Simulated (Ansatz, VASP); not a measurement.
# GaS: VASP beside Ansatz

INCAR

```
ALGO = Normal
EDIFF = 1E-6
ENCUT = 550
ISIF = 2
ISMEAR = 0
LASPH = True
LCHARG = False
LREAL = False
LWAVE = False
NELM = 80
PREC = Accurate
SIGMA = 0.05
```

File KPOINTS:

```
k-points
0
Gamma
  9 9 2
```

POSCAR

```
GaS
1.0
    3.5850000000      0.0000000000      0.0000000000
   -1.7925000000      3.1047010726      0.0000000000
    0.0000000000      0.0000000000     15.5000000000
Ga S
4 4
Cartesian
    1.7925000002      1.0349003574     12.8650000000
   -0.0000000002      2.0698007152      5.1150000000
    1.7925000002      1.0349003574     10.3850000000
   -0.0000000002      2.0698007152      2.6350000000
    1.7925000002      1.0349003574      6.2000000000
   -0.0000000002      2.0698007152     13.9500000000
    1.7925000002      1.0349003574      1.5500000000
   -0.0000000002      2.0698007152      9.3000000000
```

Contents of input.yaml:

```yaml
crystal:
  lattice:
    - [3.585, 0.0, 0.0]
    - [-1.7925, 3.1047010726, 0.0]
    - [0.0, 0.0, 15.5]
  atoms:
    - { symbol: Ga, position: [0.6666666667, 0.3333333333, 0.83] }
    - { symbol: Ga, position: [0.3333333333, 0.6666666667, 0.33] }
    - { symbol: Ga, position: [0.6666666667, 0.3333333333, 0.67] }
    - { symbol: Ga, position: [0.3333333333, 0.6666666667, 0.17] }
    - { symbol: S, position: [0.6666666667, 0.3333333333, 0.4] }
    - { symbol: S, position: [0.3333333333, 0.6666666667, 0.9] }
    - { symbol: S, position: [0.6666666667, 0.3333333333, 0.1] }
    - { symbol: S, position: [0.3333333333, 0.6666666667, 0.6] }
hamiltonian:
  xc: lda
  pseudopotentials: { kind: paw }
kpoints:
  mp_grid: { grid: [9, 9, 2] }
scf:
  occupations: { method: gaussian, width: 0.05 }
output:
  forces: true
  stress: true
  eigenvalues: true
  write_density: true
  write_potential: true
  elf: true
  volumetric_format: npy
```

Alike in both runs: task single point; functional LDA; k mesh 9 × 9 × 2; occupations gaussian, width 0.05 eV; no spin polarisation.

|  | VASP | Ansatz |
| --- | --- | --- |
| version | VASP 6.6.1 | Ansatz 0.2.0 |
| potentials or method | VASP PAW LDA potentials, release 64 (Ga_d_GW, S_GW) | Ansatz PAW |
| plane-wave cutoff (eV) | 550 | 420 |
| valence electrons in the cell | 76 | 76 |

Ansatz gave:

- gap on the k mesh at the Fermi level (eV): 1.40
- least direct gap on the mesh (eV): 1.40
- pressure (GPa): -3.0
- largest component of the traceless stress (GPa): 0.41
- rms of the force components (eV/Å): 0.126

Q: Which values does VASP return?

A: gap on the k mesh at the Fermi level (eV): 1.42; least direct gap on the mesh (eV): 1.42; pressure (GPa): -3.3; largest component of the traceless stress (GPa): 0.41; rms of the force components (eV/Å): 0.118.

Atom by atom the forces differ by 0.013 eV/Å (rms over components).

Caveats: an odd mesh through Γ misses points on the zone boundary, where band edges often lie (VASP); odd divisions of the mesh miss points on the zone boundary, where band edges often lie, so the gap on the mesh can be too wide (Ansatz); the PAW data sets come from PBE, with cores solved anew for the run's functional, which leaves a small shift of forces and pressure (Ansatz). As with any semilocal functional, this LDA gap is likely too small.
